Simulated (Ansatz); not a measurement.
A relaxation computed with Ansatz, from input to last step.

```yaml
crystal:
  lattice:
    - [0.0, 2.7248887995, 2.7248887995]
    - [2.7248887995, 0.0, 2.7248887995]
    - [2.7248887995, 2.7248887995, 0.0]
  atoms:
    - { symbol: Zn, position: [0.0, 0.0, 0.0] }
    - { symbol: S, position: [0.75, 0.75, 0.75] }
basis:
  ecutwfc: 420
kpoints:
  mp_grid: { grid: [8, 8, 8] }
hamiltonian:
  xc: pbe
scf:
  occupations: { method: gaussian, width: 0.02 }
output:
  forces: true
  stress: true
  eigenvalues: true
relax:
  adjacent_minimum: "off"
  f_tol: 0.01
  max_steps: 60
  cell: { stress_tol: 0.1 }
```

```bash
ansatz run input.yaml --threads 1 --pin off --max-ram 1331MiB --backend cpu --events-out ev --progress --plain --runs-dir out
```

Theory: DFT PBE, scalar-relativistic, plane waves, PAW (Ansatz).

Of 5 frames 4 are shown, positions in Å and forces in eV/Å; the SCF threshold varies from step to step. Steps run on the plane waves of an earlier cell, with a Pulay correction in the pressure. The basis is chosen afresh for the last frame, the zero of the energies, and at times for earlier ones too; energy and pressure step there, also at an unchanged geometry.

```xyz
2
Lattice="0.0000 2.7249 2.7249 2.7249 0.0000 2.7249 2.7249 2.7249 0.0000" Properties=species:S:1:pos:R:3:forces:R:3 pbc="T T T" step=1 free_energy_over_end_meV_per_atom=0.05 pressure_GPa=-0.23
Zn    0.0000    0.0000    0.0000    0.0000    0.0000    0.0000
S     4.0873    4.0873    4.0873    0.0000    0.0000    0.0000
2
Lattice="0.0000 2.7231 2.7231 2.7231 0.0000 2.7231 2.7231 2.7231 0.0000" Properties=species:S:1:pos:R:3:forces:R:3 pbc="T T T" step=2 free_energy_over_end_meV_per_atom=-0.01 pressure_GPa=-0.10
Zn    0.0000    0.0000    0.0000    0.0000    0.0000    0.0000
S     4.0847    4.0847    4.0847    0.0000    0.0000    0.0000
2
Lattice="0.0000 2.7231 2.7231 2.7231 0.0000 2.7231 2.7231 2.7231 0.0000" Properties=species:S:1:pos:R:3:forces:R:3 pbc="T T T" step=3 free_energy_over_end_meV_per_atom=0.00 pressure_GPa=-0.10
Zn    0.0000    0.0000    0.0000    0.0000    0.0000    0.0000
S     4.0847    4.0847    4.0847    0.0000    0.0000    0.0000
2
Lattice="0.0000 2.7218 2.7218 2.7218 0.0000 2.7218 2.7218 2.7218 0.0000" Properties=species:S:1:pos:R:3:forces:R:3 pbc="T T T" step=5 free_energy_over_end_meV_per_atom=0.00 pressure_GPa=0.00
Zn    0.0000    0.0000    0.0000    0.0000    0.0000    0.0000
S     4.0827    4.0827    4.0827    0.0000    0.0000    0.0000
```